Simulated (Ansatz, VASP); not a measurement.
**C in VASP and in Ansatz**

```xyz
4
Lattice="2.4662 0.0000 0.0000 -1.2331 2.1358 0.0000 0.0000 0.0000 8.2598" Properties=species:S:1:pos:R:3 pbc="T T T"
C     0.0000    0.0000    0.0206
C     0.0000    0.0000    4.1506
C     0.0000    1.4239    0.0206
C     1.2331    0.7119    4.1506
```

Alike in both runs: functional PBE; k mesh 18 × 18 × 6; occupations gaussian, width 0.1 eV; no spin polarisation.

Ansatz relaxed the structure, and its values are those at the end. VASP's run is a single point on that final structure, the one shown.

|  | VASP | Ansatz |
| --- | --- | --- |
| version | VASP 6.6.1 | Ansatz 0.2.0 |
| potentials or method | VASP PAW PBE potentials, release 64 (C) | scalar-relativistic, plane waves, PAW |
| plane-wave cutoff (eV) | 520 | 420 |
| valence electrons in the cell | 16 | 16 |

Ansatz gave:

```
gap on the k mesh at the Fermi level (eV) : none
pressure (GPa)                            : 0.1
```

Task: What did VASP give for the same quantities?

Result: gap on the k mesh at the Fermi level (eV): none; pressure (GPa): 0.5.

A gap of «none» marks a metal or a gap that the smearing closes. The functional is the same, so the differences come from potentials, cutoffs and numerics.

Caveats: this functional lacks dispersion, which binds the layers, so the pressure and a relaxed spacing across them are unreliable.
